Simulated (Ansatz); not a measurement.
This was printed by a script on Ansatz's Python interface, for a single point of BN (distorted cell). What did the script look like? Use: LDA, PAW, the default cutoff (870 eV here), 7×7×7 k-points, fixed occupations.

```xyz
2
Lattice="-0.0424 3.4826 2.1207 1.2437 -0.0311 2.1463 1.1873 3.4783 -0.0175" Properties=species:S:1:pos:R:3 pbc="T T T"
B     1.2266    6.7964    2.1559
N     1.1945    3.3759    2.8801
```

```console
$ python scf_bn.py
  iteration   1  Harris-Foulkes -527.68739 eV  residual 4.38e+00
  iteration   2  Harris-Foulkes -527.11466 eV  residual 2.73e+00
  iteration   3  Harris-Foulkes -526.15330 eV  residual 1.07e-01
  iteration   4  Harris-Foulkes -526.11841 eV  residual 3.36e-03
  iteration   5  Harris-Foulkes -526.11879 eV  residual 1.72e-04
  iteration   6  Harris-Foulkes -526.11881 eV  residual 3.09e-06
  iteration   7  Harris-Foulkes -526.11881 eV  residual 6.35e-08
  iteration   8  Harris-Foulkes -526.11881 eV  residual 2.40e-09
free energy      -526.11881 eV
per atom         -263.05940 eV
SCF iterations   8  (converged: True)
largest ELF 0.930 at grid fractions [0.825 0.875 0.139]
share of the cell with ELF over 0.2: 0.569
share of the cell with ELF over 0.5: 0.309
share of the cell with ELF over 0.7: 0.176
share of the cell with ELF over 0.8: 0.071
share of the cell with ELF over 0.9: 0.009
cutoffs (eV): 870.0 3480.0  FFT grid: [40, 24, 36]
cell volume 18.519 A^3, 1 symmetry operations
```

One script that gives this output:

The script, `scf_bn.py`:
```python
# -*- coding: utf-8 -*-
"""SCF run for BN, distorted."""

from pathlib import Path
import warnings

import ansatz as az
from ase import Atoms
from ase.io import write
import numpy as np

KMESH = (7, 7, 7)
BETA = 0.1
FILLING = "fixed"
SCF_TOL = 1e-07
FUNCTIONAL = "LDA"


def main():
    warnings.simplefilter("ignore", az.DeckWarning)

    lattice = az.Lattice.of(
        [-0.04242, 3.48262, 2.12072],
        [1.24368, -0.03105, 2.1463],
        [1.18728, 3.47828, -0.01751],
    )
    sites = [
        ("B", [0.95665, 0.06734, 0.99672]),
        ("N", [0.66548, 0.68686, 0.31038]),
    ]
    bn = az.Crystal(lattice=lattice)
    for symbol, position in sites:
        bn = bn.atom(symbol, position)

    # functional, basis and sampling
    setup = (
        bn.calculation()
        .kpoints(mesh=KMESH)
        .pseudopotentials("paw", source="ansatz")
        .mixing("msr1", beta=BETA)
        .occupations(FILLING)
        .scf(tolerance=SCF_TOL)
        .functional(FUNCTIONAL)
        .density()
        .electron_localization_function()
        .output_files(volumetric_format="npy")
    )
    def show(event):
        row = event["data"]
        if event["event"] == "scf_iter" and row.get("harris_foulkes_ev") is not None:
            print(f"  iteration {row['iter']:3d}  Harris-Foulkes {row['harris_foulkes_ev']:.5f} eV  residual {row['dr2_ev']:.2e}")


    out = setup.session().plan().execute(on_event=show)
    rep = out.report

    print(f"free energy      {rep['free_energy_ev']:.5f} eV")
    print(f"per atom         {rep['free_energy_ev'] / len(out.lattice.sites):.5f} eV")
    print(f"SCF iterations   {rep['n_iterations']}  (converged: {rep['converged']})")

    # ELF is 0.5 in a uniform gas and nears 1 where pairs localise
    folder = Path(out.write_results("elf"))
    elf = np.load(folder / "elf.npy")
    peak = np.unravel_index(elf.argmax(), elf.shape)
    print(f"largest ELF {elf.max():.3f} at grid fractions", np.round(np.array(peak) / elf.shape, 3))
    for level in (0.2, 0.5, 0.7, 0.8, 0.9):
        print(f"share of the cell with ELF over {level}: {np.mean(elf > level):.3f}")

    used = rep["setup"]
    print("cutoffs (eV):", used["ecut_ev"], used["ecutrho_ev"], " FFT grid:", used["fft_dense"])
    print("cell volume {:.3f} A^3, {} symmetry operations".format(used["cell_volume_ang3"], used["n_sym_ops"]))

    image = Atoms([s.symbol for s in out.lattice.sites], positions=[s.position_ang for s in out.lattice.sites], cell=out.lattice.cell_ang, pbc=True)
    write("final.extxyz", image)


if __name__ == "__main__":
    main()
```

These settings explore the input space; cutoff and mesh may be short of convergence. Energy and stress may still move on a finer k-point mesh. The fields are valence quantities on the plane-wave grid; their values near the nuclei depend on the potentials. The cell is a database structure, distorted on purpose. Wall time of the script: 12 s on 1 thread of Arm Neoverse V1 (shared host), peak memory 0.49 GiB.

(A comment or docstring line of the script was reworded after the run, the code is as it ran; lines on the test bed's own set-up are left out of the output.)
